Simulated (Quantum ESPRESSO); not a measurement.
Here is a Quantum ESPRESSO 7.5 calculation.

Contents of pw.in:

```
&CONTROL
  calculation = 'scf'
  prefix = 'pwscf'
  outdir = './tmp'
  pseudo_dir = './pseudo'
  tprnfor = .true.
  tstress = .true.
  disk_io = 'low'
/
&SYSTEM
  ibrav = 0
  nat = 2
  ntyp = 2
  ecutwfc = 88
  nbnd = 14
  input_dft = 'vdw-df2-b86r'
  occupations = 'smearing'
  smearing = 'fd'
  degauss = 0.00367493
/
&ELECTRONS
  conv_thr = 4d-10
  electron_maxstep = 120
  mixing_beta = 0.5
/
ATOMIC_SPECIES
Mg    24.3050 Mg_ONCV_PBE-1.2.upf
O     15.9990 O_ONCV_PBE-1.2.upf
CELL_PARAMETERS angstrom
   0.0000000000    2.0970013927    2.0970013927
   2.0970013927    0.0000000000    2.0970013927
   2.0970013927    2.0970013927    0.0000000000
ATOMIC_POSITIONS angstrom
Mg     0.0000000000    0.0000000000    0.0000000000
O      2.0970013927    2.0970013927    2.0970013927
K_POINTS automatic
11 11 11 0 0 0
```

Contents of pp_density.in:

```
&INPUTPP
  prefix = 'pwscf'
  outdir = './tmp'
  filplot = 'density.dat'
  plot_num = 0
/
&PLOT
  nfile = 1
  filepp(1) = 'density.dat'
  iflag = 3
  output_format = 6
  fileout = 'density.cube'
/
```

File pp_potential.in:

```
&INPUTPP
  prefix = 'pwscf'
  outdir = './tmp'
  filplot = 'potential.dat'
  plot_num = 11
/
&PLOT
  nfile = 1
  filepp(1) = 'potential.dat'
  iflag = 3
  output_format = 6
  fileout = 'potential.cube'
/
```

File pp_elf.in:

```
&INPUTPP
  prefix = 'pwscf'
  outdir = './tmp'
  filplot = 'elf.dat'
  plot_num = 8
/
&PLOT
  nfile = 1
  filepp(1) = 'elf.dat'
  iflag = 3
  output_format = 6
  fileout = 'elf.cube'
/
```

The input bands.in:

```
&CONTROL
  calculation = 'bands'
  prefix = 'pwscf'
  outdir = './tmp'
  pseudo_dir = './pseudo'
  disk_io = 'low'
  verbosity = 'high'
/
&SYSTEM
  ibrav = 0
  nat = 2
  ntyp = 2
  ecutwfc = 88
  nbnd = 14
  input_dft = 'vdw-df2-b86r'
  occupations = 'smearing'
  smearing = 'fd'
  degauss = 0.00367493
/
&ELECTRONS
  conv_thr = 1d-08
  electron_maxstep = 120
  mixing_beta = 0.5
  diago_full_acc = .true.
  startingwfc = 'random'
/
ATOMIC_SPECIES
Mg    24.3050 Mg_ONCV_PBE-1.2.upf
O     15.9990 O_ONCV_PBE-1.2.upf
CELL_PARAMETERS angstrom
   0.0000000000    2.0970013927    2.0970013927
   2.0970013927    0.0000000000    2.0970013927
   2.0970013927    2.0970013927    0.0000000000
ATOMIC_POSITIONS angstrom
Mg     0.0000000000    0.0000000000    0.0000000000
O      2.0970013927    2.0970013927    2.0970013927
K_POINTS crystal
60
 0.0000000000  0.0000000000  0.0000000000 1
 0.0625000000  0.0000000000  0.0625000000 1
 0.1250000000  0.0000000000  0.1250000000 1
 0.1875000000  0.0000000000  0.1875000000 1
 0.2500000000  0.0000000000  0.2500000000 1
 0.3125000000  0.0000000000  0.3125000000 1
 0.3750000000  0.0000000000  0.3750000000 1
 0.4375000000  0.0000000000  0.4375000000 1
 0.5000000000  0.0000000000  0.5000000000 1
 0.5000000000  0.0625000000  0.5625000000 1
 0.5000000000  0.1250000000  0.6250000000 1
 0.5000000000  0.1875000000  0.6875000000 1
 0.5000000000  0.2500000000  0.7500000000 1
 0.4375000000  0.3125000000  0.7500000000 1
 0.3750000000  0.3750000000  0.7500000000 1
 0.3375000000  0.3375000000  0.6750000000 1
 0.3000000000  0.3000000000  0.6000000000 1
 0.2625000000  0.2625000000  0.5250000000 1
 0.2250000000  0.2250000000  0.4500000000 1
 0.1875000000  0.1875000000  0.3750000000 1
 0.1500000000  0.1500000000  0.3000000000 1
 0.1125000000  0.1125000000  0.2250000000 1
 0.0750000000  0.0750000000  0.1500000000 1
 0.0375000000  0.0375000000  0.0750000000 1
 0.0000000000  0.0000000000  0.0000000000 1
 0.0625000000  0.0625000000  0.0625000000 1
 0.1250000000  0.1250000000  0.1250000000 1
 0.1875000000  0.1875000000  0.1875000000 1
 0.2500000000  0.2500000000  0.2500000000 1
 0.3125000000  0.3125000000  0.3125000000 1
 0.3750000000  0.3750000000  0.3750000000 1
 0.4375000000  0.4375000000  0.4375000000 1
 0.5000000000  0.5000000000  0.5000000000 1
 0.5250000000  0.4500000000  0.5250000000 1
 0.5500000000  0.4000000000  0.5500000000 1
 0.5750000000  0.3500000000  0.5750000000 1
 0.6000000000  0.3000000000  0.6000000000 1
 0.6250000000  0.2500000000  0.6250000000 1
 0.5833333333  0.2500000000  0.6666666667 1
 0.5416666667  0.2500000000  0.7083333333 1
 0.5000000000  0.2500000000  0.7500000000 1
 0.5000000000  0.2857142857  0.7142857143 1
 0.5000000000  0.3214285714  0.6785714286 1
 0.5000000000  0.3571428571  0.6428571429 1
 0.5000000000  0.3928571429  0.6071428571 1
 0.5000000000  0.4285714286  0.5714285714 1
 0.5000000000  0.4642857143  0.5357142857 1
 0.5000000000  0.5000000000  0.5000000000 1
 0.4821428571  0.4821428571  0.5357142857 1
 0.4642857143  0.4642857143  0.5714285714 1
 0.4464285714  0.4464285714  0.6071428571 1
 0.4285714286  0.4285714286  0.6428571429 1
 0.4107142857  0.4107142857  0.6785714286 1
 0.3928571429  0.3928571429  0.7142857143 1
 0.3750000000  0.3750000000  0.7500000000 1
 0.6250000000  0.2500000000  0.6250000000 1
 0.5937500000  0.1875000000  0.5937500000 1
 0.5625000000  0.1250000000  0.5625000000 1
 0.5312500000  0.0625000000  0.5312500000 1
 0.5000000000  0.0000000000  0.5000000000 1
```

Potentials or basis: SG15 PBE 1.2.

Launch:

```console
$ OMP_NUM_THREADS=1 pw.x -in pw.in > pw.out
$ OMP_NUM_THREADS=1 pp.x -in pp_density.in > pp_density.out
$ OMP_NUM_THREADS=1 pp.x -in pp_potential.in > pp_potential.out
$ OMP_NUM_THREADS=1 pp.x -in pp_elf.in > pp_elf.out
$ OMP_NUM_THREADS=1 pw.x -in bands.in > bands.out
```

Q: Estimate the band gap on the k mesh.

A: 4.92 eV, direct.

Q: Predict the band gap along the path.

A: 4.92 eV, direct.

Q: What does it give for the pressure?

A: 3.5 GPa.

Levels at the corners of the path, in eV from the valence-band top:
| point | band 4 | band 5 | band 6 | band 7 | band 8 | band 9 | band 10 | band 11 | band 12 | band 13 |
| --- | --- | --- | --- | --- | --- | --- | --- | --- | --- | --- |
| Γ | -38.94 | -17.25 | 0.00 | 0.00 | 0.00 | 4.92 | 15.94 | 15.94 | 15.94 | 19.95 |
| X | -38.97 | -15.67 | -4.09 | -1.36 | -1.36 | 9.24 | 10.13 | 13.28 | 19.18 | 19.18 |
| W | -38.98 | -15.60 | -2.97 | -2.97 | -1.79 | 11.80 | 11.80 | 12.34 | 15.72 | 22.17 |
| K | -38.97 | -15.64 | -3.50 | -2.73 | -1.15 | 10.23 | 11.94 | 12.70 | 18.33 | 18.50 |
| Γ | -38.94 | -17.25 | 0.00 | 0.00 | 0.00 | 4.92 | 15.94 | 15.94 | 15.94 | 19.95 |
| L | -38.95 | -15.89 | -4.66 | -0.66 | -0.66 | 8.05 | 12.79 | 16.48 | 16.48 | 21.17 |
| U | -38.97 | -15.64 | -3.50 | -2.73 | -1.15 | 10.23 | 11.94 | 12.70 | 18.33 | 18.50 |
| W | -38.98 | -15.60 | -2.97 | -2.97 | -1.79 | 11.80 | 11.80 | 12.34 | 15.72 | 22.17 |
| L | -38.95 | -15.89 | -4.66 | -0.66 | -0.66 | 8.05 | 12.79 | 16.48 | 16.48 | 21.17 |
| K | -38.97 | -15.64 | -3.50 | -2.73 | -1.15 | 10.23 | 11.94 | 12.70 | 18.33 | 18.50 |
| U | -38.97 | -15.64 | -3.50 | -2.73 | -1.15 | 10.23 | 11.94 | 12.70 | 18.33 | 18.50 |
| X | -38.97 | -15.67 | -4.09 | -1.36 | -1.36 | 9.24 | 10.13 | 13.28 | 19.18 | 19.18 |

Caveat: the potentials were made for another functional, which shifts forces and pressure.

**Measured values to compare with.**

From “Electronic structure of alkaline earth and post-transition metal oxides”, 2009, arxiv:0908.1581, for a bulk crystal of MgO: band gap 7.83 eV.

Against the measured gap of MgO, 7.83 eV (quoted in “Electronic structure of alkaline earth and post-transition metal oxides”, 2009, arxiv:0908.1581), the calculated 4.92 eV is off by -2.91 eV. The value is that of rev-vdW-DF2, without temperature or zero-point motion. The cell is a database's relaxed one, not the measured one, which moves gaps too.
